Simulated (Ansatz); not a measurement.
The system is SnSe2.

```
Sn Se
1.0
     3.81100    0.00000    0.00000
    -1.90550    3.30042    0.00000
     0.00000    0.00000    6.13600
Sn Se
1 2
Direct
  0.00000 0.00000 0.00000
  0.66667 0.33333 0.75100
  0.33333 0.66667 0.24900
```

- Program: Ansatz 0.2.0
- Task: relaxation of cell and atoms
- Functional: RPBE
- Dispersion: D3(BJ)
- Potentials or basis: Ansatz PAW
- Cutoff: 420 eV (not typed: the program's choice for these potentials)
- k mesh: 8 × 8 × 5
- Occupations: fermi-dirac, width 0.05 eV
- Spin: no spin polarisation

At the start: volume 25.73 Å³/atom.

Task: Where does the relaxation end?

Result: It ends after 8 steps and the volume is 20.62 Å³/atom (-19.8 %); space group P-3m1 (No. 164, to 0.05 Å).

Step by step:
| step | energy change (eV) | largest force (eV/Å) | volume (Å³) |
| --- | --- | --- | --- |
| 1 | 0.0000 | 0.2318 | 77.18 |
| 2 | -0.2675 | 0.0538 | 68.62 |
| 3 | -0.3531 | 0.2242 | 63.09 |
| 4 | -0.3854 | 0.0344 | 60.47 |
| 5 | -0.3931 | 0.0117 | 62.18 |
| 6 | -0.3944 | 0.0155 | 61.87 |
| 7 | -0.3944 | 0.0002 | 61.86 |
| 8 | -0.3915 | 0.0016 | 61.86 |

Final structure:
```cif
data_structure
_symmetry_space_group_name_H-M 'P 1'
_symmetry_Int_Tables_number 1
_cell_length_a 3.6299
_cell_length_b 3.6299
_cell_length_c 5.4213
_cell_angle_alpha 90.000
_cell_angle_beta 90.000
_cell_angle_gamma 120.000
_cell_volume 61.86
loop_
_atom_site_label
_atom_site_type_symbol
_atom_site_fract_x
_atom_site_fract_y
_atom_site_fract_z
_atom_site_occupancy
Sn1 Sn 0.00000 0.00000 0.00000 1
Se1 Se 0.66667 0.33333 0.70265 1
Se2 Se 0.33333 0.66667 0.29735 1
```

Caveat: the volume moved by over 15 % at a fixed basis, so the end points are rough; the plane-wave basis is chosen anew once the cell has moved, so the energies of steps on either side of that aren't comparable; the volume moved by -20 % from the deposited cell, more than functionals usually miss; the PAW data sets come from PBE, with cores solved anew for the run's functional, which leaves a small shift of forces and pressure.
